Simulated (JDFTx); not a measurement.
## MnS: band structure with LDA

The system is MnS.

```
Mn S
1.0
     0.00000    2.47346    2.47346
     2.47346    0.00000    2.47346
     2.47346    2.47346    0.00000
Mn S
1 1
Direct
  0.00000 0.00000 0.00000
  0.75000 0.75000 0.75000
```

The cell is a database's computed one.

```json
{"Program": "JDFTx 1.7.0 (patched build)", "Task": "band structure", "Functional": "LDA", "Potentials or basis": "PseudoDojo-SR-LDA-0.4.1-standard with smoothed tails", "Cutoff": "1306 eV", "Density cutoff": "10449 eV", "k mesh": "9 × 9 × 9", "Occupations": "fermi-dirac, width 0.05 eV", "Spin": "collinear spin, ferromagnetic start", "Starting moments": "[4.0, 0.0] μB", "Band ratio of the Davidson solver": "1.3", "Local potential set to -Z/r beyond": "6 bohr", "Density cutoff over wavefunction cutoff": "8", "Max SCF steps": "30", "SCF threshold on the energy": "1e-06 Ha", "Solver of the electrons": "minimize", "Further solve for the empty bands": "no", "Start": "density of an earlier self-consistent run, held fixed", "Path": "G-X-W-K-G-L-U-W-L-K-U-X"}
```

```
Band gap along the path : none (metal or under the smearing width)
```

Levels at the corners of the path, in eV from the Fermi level:
Spin up:
| point | band 9 | band 10 | band 11 | band 12 | band 13 | band 14 |
| --- | --- | --- | --- | --- | --- | --- |
| Γ | -0.81 | -0.81 | 3.65 | 3.65 | 3.65 | 3.69 |
| X | -1.81 | -0.23 | -0.14 | 0.16 | 0.16 | 5.49 |
| W | -1.90 | -1.04 | -0.15 | 0.39 | 1.29 | 7.06 |
| K | -1.79 | -0.63 | -0.38 | 0.70 | 0.99 | 6.00 |
| Γ | -0.81 | -0.81 | 3.65 | 3.65 | 3.65 | 3.69 |
| L | -0.57 | -0.57 | -0.43 | 1.87 | 1.87 | 5.38 |
| U | -1.79 | -0.63 | -0.38 | 0.70 | 0.99 | 6.00 |
| W | -1.90 | -1.04 | -0.15 | 0.39 | 1.29 | 7.06 |
| L | -0.57 | -0.57 | -0.43 | 1.87 | 1.87 | 5.38 |
| K | -1.79 | -0.63 | -0.38 | 0.70 | 0.99 | 6.00 |
| U | -1.79 | -0.63 | -0.38 | 0.70 | 0.99 | 6.00 |
| X | -1.81 | -0.23 | -0.14 | 0.16 | 0.16 | 5.49 |
Spin down:
| point | band 6 | band 7 | band 8 | band 9 | band 10 | band 11 | band 12 | band 13 | band 14 |
| --- | --- | --- | --- | --- | --- | --- | --- | --- | --- |
| Γ | -4.66 | -4.66 | -4.66 | -0.63 | -0.63 | 3.71 | 3.74 | 3.74 | 3.74 |
| X | -6.66 | -3.98 | -3.98 | -1.73 | -0.08 | 0.06 | 0.27 | 0.27 | 5.57 |
| W | -5.77 | -5.25 | -4.12 | -1.81 | -0.90 | 0.04 | 0.52 | 1.46 | 7.11 |
| K | -6.11 | -4.94 | -4.06 | -1.69 | -0.46 | -0.25 | 0.86 | 1.13 | 6.07 |
| Γ | -4.66 | -4.66 | -4.66 | -0.63 | -0.63 | 3.71 | 3.74 | 3.74 | 3.74 |
| L | -6.60 | -4.35 | -4.35 | -0.39 | -0.39 | -0.31 | 1.96 | 1.96 | 5.41 |
| U | -6.11 | -4.94 | -4.06 | -1.69 | -0.46 | -0.25 | 0.86 | 1.13 | 6.07 |
| W | -5.77 | -5.25 | -4.12 | -1.81 | -0.90 | 0.04 | 0.52 | 1.46 | 7.11 |
| L | -6.60 | -4.35 | -4.35 | -0.39 | -0.39 | -0.31 | 1.96 | 1.96 | 5.41 |
| K | -6.11 | -4.94 | -4.06 | -1.69 | -0.46 | -0.25 | 0.86 | 1.13 | 6.07 |
| U | -6.11 | -4.94 | -4.06 | -1.69 | -0.46 | -0.25 | 0.86 | 1.13 | 6.07 |
| X | -6.66 | -3.98 | -3.98 | -1.73 | -0.08 | 0.06 | 0.27 | 0.27 | 5.57 |

Run time: 100 s on 1 thread of Arm Neoverse V1 (shared host), peak memory 0.16 GiB.

Caveat: semilocal functionals often make such compounds metallic where correlation or magnetic order opens a gap, which also shifts bond lengths.
